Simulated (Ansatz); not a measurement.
Structure search: one MgS candidate

All numbers below come from DFT PBE, scalar-relativistic, plane waves, PAW (Ansatz). Cutoff 420 eV, Gaussian smearing, Γ-centred meshes. Cell and atoms relax first on a coarse mesh and then on a converged one. In between, the cell is made exact in the group found at 0.06 Å. The steps can't lower the symmetry of their start. No spin polarisation.

A trial structure of MgS was built thus: 4-connected net, two elements spread over the vertices (C2, No. 5). Lengths were set from tabulated atomic sizes, so they are only a guess.

```cif
data_structure
_symmetry_space_group_name_H-M 'C2'
_symmetry_Int_Tables_number 5
_cell_length_a 5.4896
_cell_length_b 6.6698
_cell_length_c 5.5770
_cell_angle_alpha 90.000
_cell_angle_beta 116.641
_cell_angle_gamma 90.000
_cell_volume 182.52
loop_
_atom_site_label
_atom_site_type_symbol
_atom_site_symmetry_multiplicity
_atom_site_Wyckoff_symbol
_atom_site_fract_x
_atom_site_fract_y
_atom_site_fract_z
_atom_site_occupancy
Mg1 Mg 4 c 0.79266 0.00309 0.77689 1
S1 S 4 c 0.38021 0.81600 0.61793 1
```

Energies over the elements count from the elements' standard structures at the same level, with no fitted energy shifts.

Question: What does it relax into?

Answer: The symmetry goes from C2 (No. 5) to Fm-3m (No. 225), and the primitive cell from 4 to 2 atoms. The end has the rock salt type. The volume per atom shrinks by 21.6 %, from 22.8 to 17.9 Å³. The shortest distance goes from 2.24 Å (S–S) to 2.62 Å (Mg–S). The energy falls by about 1.3 eV/atom (the start's value is from the coarse mesh). The end is written in a standard setting, so origin, axes and order of atoms can differ from the start's. Conventional cell: a = 5.230 Å. Mg is surrounded by 6 S at 2.62 Å; around S lie 6 Mg at 2.62 Å.

```cif
data_structure
_symmetry_space_group_name_H-M 'P 1'
_symmetry_Int_Tables_number 1
_cell_length_a 3.6983
_cell_length_b 3.6983
_cell_length_c 3.6983
_cell_angle_alpha 60.000
_cell_angle_beta 60.000
_cell_angle_gamma 60.000
_cell_volume 35.77
loop_
_atom_site_label
_atom_site_type_symbol
_atom_site_fract_x
_atom_site_fract_y
_atom_site_fract_z
_atom_site_occupancy
Mg1 Mg 0.50000 0.50000 0.50000 1
S1 S 0.00000 0.00000 0.00000 1
```

Question: How does it come out in energy, and is it a metal?

Answer: The energy over the elements is −1.444 eV/atom. The gap on the 8×8×8 mesh of the 2-atom cell is 2.76 eV.

A negative formation energy is needed for stability but isn't enough: competing phases decide.

The last run used Gaussian smearing of 0.02 eV. Kohn–Sham gaps at this level usually fall short of measured ones. The reference form of S is held partly by dispersion forces, which this level lacks. A later test with randomly moved atoms came back to the same energy, though modes that don't fit the test's cell weren't probed.
